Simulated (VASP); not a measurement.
# HfC in VASP: notebook

Runs on HfC. Level: PBEsol. Tasks: single point.

Program: VASP 6.6.1. These are calculated values, not measurements. Logs are shortened: lines on timing, memory, paths and dates and some standing lists are left out, and cuts for length are marked.

### 1 The cell of the first run

The cell holds a slab with vacuum, 8 atoms: a = 3.258 Å, b = 3.258 Å, c = 23.911 Å, α = 90.00°, β = 90.00°, γ = 90.00°.

### 2 Single point, PBEsol (clean slab, lower half held)

The input, INCAR:

```
SYSTEM = HfC
  ALGO = Fast
  DIPOL = 0.5 0.5 0.499
  EDIFF = 1E-6
  ENCUT = 520
  GGA = PS
  IDIPOL = 3
  ISIF = 2
  ISMEAR = 0
  LASPH = .TRUE.
  LCHARG = .FALSE.
  LDIPOL = .TRUE.
  LREAL = .FALSE.
  LWAVE = .FALSE.
  NBANDS = 38
  NELM = 100
  PREC = Accurate
  SIGMA = 0.1
```

The input, KPOINTS:

```
k-points
0
G
  9 9 1
  0 0 0
```

The input, POSCAR:

```
HfC
1.0
    3.2578677675      0.0000000000      0.0000000000
    0.0000000000      3.2578677675      0.0000000000
    0.0000000000      0.0000000000     23.9109811718
Hf C
4 4
Direct
    0.0000000000      0.0000000000      0.3554852032
    0.5000000000      0.5000000000      0.4518284011
    0.0000000000      0.0000000000      0.5468037477
    0.5000000000      0.5000000000      0.6405468878
    0.5000000000      0.5000000000      0.3554852032
    0.0000000000      0.0000000000      0.4518284011
    0.5000000000      0.5000000000      0.5480201631
    0.0000000000      0.0000000000      0.6443469330
```

Potentials or basis: VASP PAW PBE potentials, release 64 (Hf_pv, C).

The run is started by

```sh
$ cat potpaw_PBE.64/Hf_pv/POTCAR potpaw_PBE.64/C/POTCAR > POTCAR
$ mpirun -np 1 vasp_std > vasp.out
```

OUTCAR:

```text
SYSTEM = HfC
   EDIFF = 1E-6
   ENCUT = 520
   GGA = PS
   ISIF = 2
   ISMEAR = 0
   LASPH = .TRUE.
   LREAL = .FALSE.
   NELM = 100
   PREC = Accurate

 ion  position               nearest neighbor table
   1  0.000  0.000  0.355-   5 2.30   5 2.30   5 2.30   5 2.30   6 2.30   2 3.26   2 3.26   2 3.26
                             2 3.26
   2  0.500  0.500  0.452-   7 2.30   6 2.30   6 2.30   6 2.30   6 2.30   5 2.30   3 3.23   3 3.23
                             3 3.23   3 3.23   1 3.26   1 3.26   1 3.26   1 3.26
   3  0.000  0.000  0.547-   6 2.27   7 2.30   7 2.30   7 2.30   7 2.30   8 2.33   4 3.21   4 3.21
                             4 3.21   4 3.21   2 3.23   2 3.23   2 3.23   2 3.23
   4  0.500  0.500  0.641-   7 2.21   8 2.31   8 2.31   8 2.31   8 2.31   3 3.21   3 3.21   3 3.21
                             3 3.21
   5  0.500  0.500  0.355-   1 2.30   1 2.30   1 2.30   1 2.30   2 2.30
   6  0.000  0.000  0.452-   3 2.27   2 2.30   2 2.30   2 2.30   2 2.30   1 2.30
   7  0.500  0.500  0.548-   4 2.21   2 2.30   3 2.30   3 2.30   3 2.30   3 2.30
   8  0.000  0.000  0.644-   4 2.31   4 2.31   4 2.31   4 2.31   3 2.33

  LATTYP: Found a simple tetragonal cell.
 ALAT       =     3.2578677675
 C/A-ratio  =     7.3394572396

  Lattice vectors:

 A1 = (   3.2578677675,   0.0000000000,   0.0000000000)
 A2 = (   0.0000000000,   3.2578677675,   0.0000000000)
 A3 = (   0.0000000000,   0.0000000000,  23.9109811718)

Analysis of symmetry for initial positions (statically):
=====================================================================
 Subroutine PRICEL returns:
 Original cell was already a primitive cell.

 Routine SETGRP: Setting up the symmetry group for a
 simple tetragonal supercell.

 Subroutine GETGRP returns: Found  8 space group operations
 (whereof  8 operations were pure point group operations)
 out of a pool of 16 trial point group operations.

The static configuration has the point symmetry C_4v.

Analysis of symmetry for dynamics (positions and initial velocities):
=====================================================================
 Subroutine PRICEL returns:
 Original cell was already a primitive cell.

 Routine SETGRP: Setting up the symmetry group for a
 simple tetragonal supercell.

 Subroutine GETGRP returns: Found  8 space group operations
 (whereof  8 operations were pure point group operations)
 out of a pool of 16 trial point group operations.

The dynamic configuration has the point symmetry C_4v.

 Subroutine INISYM returns: Found  8 space group operations
 (whereof  8 operations are pure point group operations),
 and found     1 'primitive' translations

----------------------------------------------------------------------------------------

                                     Primitive cell

  volume of cell :     253.7840

  direct lattice vectors                    reciprocal lattice vectors
     3.257867768  0.000000000  0.000000000     0.306949229  0.000000000  0.000000000
     0.000000000  3.257867768  0.000000000     0.000000000  0.306949229  0.000000000
     0.000000000  0.000000000 23.910981172     0.000000000  0.000000000  0.041821789

  length of vectors
     3.257867768  3.257867768 23.910981172     0.306949229  0.306949229  0.041821789

  position of ions in fractional coordinates (direct lattice)
     0.000000000  0.000000000  0.355485203
     0.500000000  0.500000000  0.451828401
     0.000000000  0.000000000  0.546803748
     0.500000000  0.500000000  0.640546888
     0.500000000  0.500000000  0.355485203
     0.000000000  0.000000000  0.451828401
     0.500000000  0.500000000  0.548020163
     0.000000000  0.000000000  0.644346933

  ion indices of the primitive-cell ions
   primitive index   ion index
                 1           1
                 2           2
                 3           3
                 4           4
                 5           5
                 6           6
                 7           7
                 8           8

----------------------------------------------------------------------------------------

 KPOINTS: k-points

Automatic generation of k-mesh.
 Grid dimensions read from file:
 generate k-points for:    9    9    1

 Generating k-lattice:

  Cartesian coordinates                     Fractional coordinates (reciprocal lattice)
     0.034105470  0.000000000  0.000000000     0.111111111  0.000000000  0.000000000
     0.000000000  0.034105470  0.000000000     0.000000000  0.111111111  0.000000000
     0.000000000  0.000000000  0.041821789     0.000000000  0.000000000  1.000000000

  Length of vectors
     0.034105470  0.034105470  0.041821789

  Shift w.r.t. Gamma in fractional coordinates (k-lattice)
     0.000000000  0.000000000  0.000000000

 Subroutine IBZKPT returns following result:
 ===========================================

 Found     15 irreducible k-points:

 Following reciprocal coordinates:
            Coordinates               Weight
  0.000000  0.000000  0.000000      1.000000
  0.111111  0.000000  0.000000      4.000000
  0.222222  0.000000  0.000000      4.000000
  0.333333  0.000000  0.000000      4.000000
  0.444444  0.000000  0.000000      4.000000
  0.111111  0.111111  0.000000      4.000000
  0.222222  0.111111  0.000000      8.000000
  0.333333  0.111111  0.000000      8.000000
  0.444444  0.111111  0.000000      8.000000
  0.222222  0.222222  0.000000      4.000000
  0.333333  0.222222  0.000000      8.000000
  0.444444  0.222222  0.000000      8.000000
  0.333333  0.333333  0.000000      4.000000
  0.444444  0.333333  0.000000      8.000000
  0.444444  0.444444  0.000000      4.000000
   k-points           NKPTS =     15   k-points in BZ     NKDIM =     15   number of bands    NBANDS=     38
   number of dos      NEDOS =    301   number of ions     NIONS =      8
   total plane-waves  NPLWV = 103680
   dimension x,y,z NGX =    24 NGY =   24 NGZ =  180
   dimension x,y,z NGXF=    48 NGYF=   48 NGZF=  360
   ions per type =               4   4
   NGX,Y,Z   is equivalent  to a cutoff of  12.25, 12.25, 12.51 a.u.
   NGXF,Y,Z  is equivalent  to a cutoff of  24.49, 24.49, 25.03 a.u.
 SYSTEM =  HfC
   PREC   = accura    normal or accurate (medium, high low for compatibility)
   ISTART =      0    job   : 0-new  1-cont  2-samecut
   ICHARG =      2    charge: 1-file 2-atom 10-const
   ISPIN  =      1    spin polarized calculation?
   LNONCOLLINEAR =      F non collinear calculations
   LSORBIT =      F    spin-orbit coupling
   LASPH  =      T    aspherical Exc in radial PAW
   ENCUT  =  520.0 eV  38.22 Ry    6.18 a.u.   6.06  6.06 44.46*2*pi/ulx,y,z
   NELM   =    100;   NELMIN=  2; NELMDL= -5     # of ELM steps
   EDIFF  = 0.1E-05   stopping-criterion for ELM
   LREAL  =      F    real-space projection
   EDIFFG = 0.1E-04   stopping-criterion for IOM
   NSW    =      0    number of steps for IOM
   IBRION =     -1    ionic relax: 0-MD 1-quasi-New 2-CG
   NFREE  =      0    steps in history (QN), initial steepest desc. (CG)
   ISIF   =      2    stress and relaxation
   ISYM   =      2    0-nonsym 1-usesym 2-fastsym
   POTIM  = 0.5000    time-step for ionic-motion
   TEBEG  =    0.0;   TEEND  =   0.0 temperature during run
   PSTRESS=    0.0 pullay stress
   NELECT =      56.0000    total number of electrons
   NUPDOWN=      -1.0000    fix difference up-down
   EMIN   =  10.00;   EMAX   =-10.00  energy-range for DOS
   EFERMI =   0.00;   METHOD = LEGACY
   ISMEAR =     0;   SIGMA  =   0.10  broadening in eV -4-tet -1-fermi 0-gaus
   EFERMI_NEDOS =   21; number of points for ismear=-14 and -15
   IALGO  =     68    algorithm
   IMIX   =      4    mixing-type and parameters
     AMIX     =   0.40;   BMIX     =  1.00
     AMIX_MAG =   1.60;   BMIX_MAG =  1.00
  volume/ion in A,a.u.               =      31.72       214.08
  Fermi-wavevector in a.u.,A,eV,Ry     =   0.989273  1.869455 13.315487  0.978661
  Thomas-Fermi vector in A             =   2.120860
   LORBIT       =      0    0 simple, 1 ext, 2 COOP (PROOUT), +10 PAW based schemes
   GGA     = PS    functional components
   LHFCALC =     F    Hartree Fock is set to
   AEXX    =    0.0000 exact exchange contribution
   IVDW    =     0    specifies the selected vdW correction
   LEPSILON=     F    determine dielectric tensor
   LRPA    =     F    only Hartree local field effects (RPA)
 non-spin polarized calculation
 RMM-DIIS sequential band-by-band and
 Gauss-broadening in eV      SIGMA  =   0.10
  energy-cutoff  :      520.00
  volume of cell :      253.78
 maximum number of plane-waves:      6890
   NGX = 13   NGY = 13   NGZ = 89

 dipolmoment           0.000000      0.000000     -0.022120 electrons x Angstroem

 number of electron      56.0000016 magnetization

 dipolmoment           0.000000      0.000000      0.019929 electrons x Angstroem

 Free energy of the ion-electron system (eV)
  ---------------------------------------------------
  ext. energy  EPLUGINS =         0.00000000
  ---------------------------------------------------
  free energy    TOTEN  =       -86.07199414 eV

  energy without entropy =      -86.06814762  energy(sigma->0) =      -86.07007088

 E-fermi :  -0.0490     XC(G=0):  -5.5913

 val. band max:       -0.0567153295   @ k =   0.3333   0.3333   0.0000
 cond. band min:       0.0773095362   @ k =   0.0000   0.0000   0.0000
 fundamental gap:      0.1340248657
 Fermi energy:        -0.0490322210

 k-point     1 :       0.0000    0.0000    0.0000
  band No.  band energies     occupation
      1     -30.3474      2.00000
      2     -30.1516      2.00000
      3     -29.8606      2.00000
      4     -29.8081      2.00000
      5     -29.8081      2.00000
      6     -29.6583      2.00000
[... 30 lines left out ...]
     37       3.9828      0.00000
     38       4.0386      0.00000
[... 572 lines left out ...]
     37       6.1456      0.00000
     38       6.1474      0.00000

------------------------ aborting loop because EDIFF is reached ----------------------------------------

 vacuum level on the upper side and lower side of the slab       (xc-potential included)        -0.019        -0.348

  FORCE on cell =-STRESS in cart. coord.  units (eV):
  Direction    XX          YY          ZZ          XY          YZ          ZX
  --------------------------------------------------------------------------------------
  -------------------------------------------------------------------------------------
  Total       -4.6332414     -4.6332414     -1.8745277      0.0000000      0.0000000      0.0000000
  in kB      -29.2503593    -29.2503593    -11.8341791      0.0000000      0.0000000      0.0000000
  external PRESSURE =     -23.4449659 kB  Pullay stress =       0.0000000 kB

 VOLUME and BASIS-vectors are now :
 -----------------------------------------------------------------------------
  energy-cutoff  :      520.00
  volume of cell :      253.78
      direct lattice vectors                 reciprocal lattice vectors
     3.257867768  0.000000000  0.000000000     0.306949229  0.000000000  0.000000000
     0.000000000  3.257867768  0.000000000     0.000000000  0.306949229  0.000000000
     0.000000000  0.000000000 23.910981172     0.000000000  0.000000000  0.041821789

 POSITION                                       TOTAL-FORCE (eV/Angst)
 -----------------------------------------------------------------------------------
      0.00000      0.00000      8.50000         0.000000      0.000000      1.325425
      1.62893      1.62893     10.80366         0.000000      0.000000     -0.044088
      0.00000      0.00000     13.07461        -0.000000      0.000000      0.026534
      1.62893      1.62893     15.31610         0.000000      0.000000     -0.036405
      1.62893      1.62893      8.50000         0.000000      0.000000     -0.607914
      0.00000      0.00000     10.80366         0.000000      0.000000     -0.657339
      1.62893      1.62893     13.10370         0.000000     -0.000000      0.027190
      0.00000      0.00000     15.40697         0.000000      0.000000     -0.033404
 -----------------------------------------------------------------------------------
    total drift:                                0.000000      0.000000     -0.000348

  FREE ENERGIE OF THE ION-ELECTRON SYSTEM (eV)
  ---------------------------------------------------
  free  energy   TOTEN  =       -86.0719941435 eV

  energy  without entropy=      -86.0681476222  energy(sigma->0) =      -86.07007088

 vacuum level on the upper side and lower side of the slab         3.911         3.560
```

Wall time 5.4 min (1 thread of AMD EPYC 9R14 (Zen 4), shared host); peak memory 0.35 GiB.

What came out:

```yaml
Free_energy: -86.0720 eV
Largest_force: 1.325 eV/Å
Band_gap_on_the_k_mesh: none (metal or under the smearing width)
```

Forces in eV/Å, atoms in the order of the input:
```
Hf   0.000  0.000  1.325
Hf   0.000  0.000 -0.044
Hf   0.000  0.000  0.027
Hf   0.000  0.000 -0.036
C    0.000  0.000 -0.608
C    0.000  0.000 -0.657
C    0.000  0.000  0.027
C    0.000  0.000 -0.033
```

Caveat: the PAW data sets were made with another functional, which shifts forces and pressure a little. The run has no spin-orbit coupling, so splittings on Hf are missing.

### 3 Single point, PBEsol (clean slab, lower half held)

The input, INCAR:

```
SYSTEM = Hf4C3
  PREC = Accurate
  ENCUT = 520
  EDIFF = 1E-7
  ISMEAR = 0
  SIGMA = 0.1
  LREAL = .FALSE.
  LASPH = .TRUE.
  NELM = 100
  ALGO = Normal
  ISIF = 2
  LWAVE = .FALSE.
  LCHARG = .FALSE.
  LDIPOL = .TRUE.
  IDIPOL = 3
  DIPOL = 0.5 0.5 0.499
  GGA = PS
  NBANDS = 35
```

The input, KPOINTS:

```
regular mesh
0
G
  9 9 1
  0 0 0
```

The input, POSCAR:

```
Hf4C3
1.0
    3.2578677669      0.0000000000      0.0000000000
   -1.6289338835      2.8213962483      0.0000000000
    0.0000000000      0.0000000000     24.9801136784
Hf C
4 3
Direct
    0.3333333333      0.6666666667      0.3402706693
    0.0000000000      0.0000000000      0.4467568898
    0.6666666667      0.3333333333      0.5500362790
    0.3333333333      0.6666666667      0.6534008411
    0.6666666667      0.3333333333      0.3935137795
    0.3333333333      0.6666666667      0.4996767415
    0.0000000000      0.0000000000      0.6085186224
```

Potentials or basis: VASP PAW PBE potentials, release 64 (Hf_pv, C).

The run is started by

```sh
$ cat potpaw_PBE.64/Hf_pv/POTCAR potpaw_PBE.64/C/POTCAR > POTCAR
$ mpirun -np 1 vasp_std > vasp.out
```

It took 4.7 min on 1 thread of Intel Xeon Platinum 8488C (Sapphire Rapids), shared host; peak memory 0.36 GiB.

Results (log left out):

- Free energy: -74.9377 eV
- Largest force: 1.820 eV/Å
- Band gap on the k mesh: none (metal or under the smearing width)

Forces in eV/Å, atoms in the order of the input:
```
Hf   0.000  0.000  1.820
Hf   0.000  0.000 -0.041
Hf   0.000  0.000  0.010
Hf   0.000  0.000 -0.037
C    0.000  0.000 -1.757
C    0.000  0.000  0.000
C    0.000  0.000  0.004
```

Levels at points of the mesh, in eV from the Fermi level:
```
           k point  band 23  band 24  band 25  band 26  band 27  band 28  band 29  band 30
(0.00, 0.00, 0.00)    -1.09    -1.09    -0.77    -0.46     0.80     1.12     1.12     2.07
```

Caveat: the PAW data sets were made with another functional, which shifts forces and pressure a little.
